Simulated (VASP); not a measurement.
All values below come from optB86b-vdW, VASP's PBE PAW potentials (set 64) (plane waves; VASP).

Input for VASP

### INCAR
```
AGGAC = 0.0
ALGO = Normal
EDIFF = 1E-7
ENCUT = 520
GGA = MK
ICHARG = 11
ISMEAR = 0
LASPH = T
LCHARG = F
LORBIT = 11
LREAL = F
LUSE_VDW = T
LWAVE = F
NELM = 100
PARAM1 = 0.1234
PARAM2 = 1.0
PREC = Accurate
SIGMA = 0.05
SYSTEM = MgF2
```

### POSCAR
```
MgF2
1.0
  4.6410894252   0.0000000000   0.0000000000
  0.0000000000   4.6410894252   0.0000000000
  0.0000000000   0.0000000000   3.0667369574
Mg F
2 4
Cart
  0.0000000000   0.0000000000   0.0000000000
  2.3205447126   2.3205447126   1.5333684787
  1.4051043004   1.4051043004   0.0000000000
  3.7256490130   0.9154404122   1.5333684787
  0.9154404122   3.7256490130   1.5333684787
  3.2359851248   3.2359851248   3.0667369574
```

**KPOINTS**
```
k-points along high-symmetry lines
10
Line-mode
Reciprocal
  0.000000   0.000000   0.000000 ! GAMMA
  0.000000   0.500000   0.000000 ! X

  0.000000   0.500000   0.000000 ! X
  0.500000   0.500000   0.000000 ! M

  0.500000   0.500000   0.000000 ! M
  0.000000   0.000000   0.000000 ! GAMMA

  0.000000   0.000000   0.000000 ! GAMMA
  0.000000   0.000000   0.500000 ! Z

  0.000000   0.000000   0.500000 ! Z
  0.000000   0.500000   0.500000 ! R

  0.000000   0.500000   0.500000 ! R
  0.500000   0.500000   0.500000 ! A

  0.500000   0.500000   0.500000 ! A
  0.000000   0.000000   0.500000 ! Z

  0.000000   0.500000   0.000000 ! X
  0.000000   0.500000   0.500000 ! R

  0.500000   0.500000   0.000000 ! M
  0.500000   0.500000   0.500000 ! A
```

POTCAR, in this order: Mg F (PBE.64 set). Program: vasp_std. Read from the step before: CHGCAR.

Output

**OSZICAR**
```
       N       E                     dE             d eps       ncg     rms          rms(c)
DAV:   1     0.206765823075E+03    0.20677E+03   -0.17851E+04  3728   0.150E+03
DAV:   2    -0.120042771410E+02   -0.21877E+03   -0.21003E+03  4792   0.326E+02
DAV:   3    -0.214497326661E+02   -0.94455E+01   -0.94152E+01  4180   0.707E+01
DAV:   4    -0.215146954403E+02   -0.64963E-01   -0.64941E-01  4108   0.674E+00
DAV:   5    -0.215151330154E+02   -0.43758E-03   -0.43756E-03  4048   0.565E-01
DAV:   6    -0.215151377700E+02   -0.47546E-05   -0.47545E-05  4124   0.561E-02
DAV:   7    -0.215151378447E+02   -0.74722E-07   -0.74726E-07  3692   0.649E-03
   1 F= -.21515138E+02 E0= -.21515138E+02  d E =-.691159E-19
```

### OUTCAR
```
 val. band max:       -1.4265909614   @ k =   0.0000   0.0000   0.0000

 cond. band min:       5.6496880124   @ k =   0.0000   0.0000   0.0000



 k-point     1 :       0.0000    0.0000    0.0000
  band No.  band energies     occupation
      1     -22.0103      2.00000
      2     -21.2212      2.00000
      3     -21.2212      2.00000
      4     -21.1262      2.00000
      5      -5.4352      2.00000
      6      -3.8956      2.00000
      7      -3.4945      2.00000
      8      -3.4945      2.00000
      9      -3.3138      2.00000
     10      -3.2669      2.00000
     11      -2.6365      2.00000
     12      -2.6365      2.00000
     13      -2.1469      2.00000
     14      -1.7452      2.00000
     15      -1.7452      2.00000
     16      -1.4266      2.00000
     17       5.6497      0.00000
     18      10.7731      0.00000
     19      10.7731      0.00000
     20      12.2605      0.00000

 k-point     2 :       0.0000    0.0556    0.0000
  band No.  band energies     occupation
      1     -22.0051      2.00000
      2     -21.2331      2.00000
      3     -21.2195      2.00000
      4     -21.1211      2.00000
      5      -5.4236      2.00000
      6      -3.8932      2.00000
      7      -3.5615      2.00000
      8      -3.4760      2.00000
      9      -3.3090      2.00000
     10      -3.2083      2.00000
     11      -2.6422      2.00000
     12      -2.6329      2.00000
     13      -2.1506      2.00000
     14      -1.7733      2.00000
     15      -1.7475      2.00000
     16      -1.4342      2.00000
     17       5.6895      0.00000
     18      10.7083      0.00000
     19      10.7932      0.00000
     20      12.2784      0.00000

 k-point     3 :       0.0000    0.1111    0.0000
  band No.  band energies     occupation
      1     -21.9901      2.00000
      2     -21.2635      2.00000
      3     -21.2152      2.00000
      4     -21.1114      2.00000
      5      -5.3894      2.00000
      6      -3.8829      2.00000
...
```

The density is held fixed in this step, so its total energy and stress have no physical meaning.

The compound is MgF2 in the rutile structure. It was relaxed first.
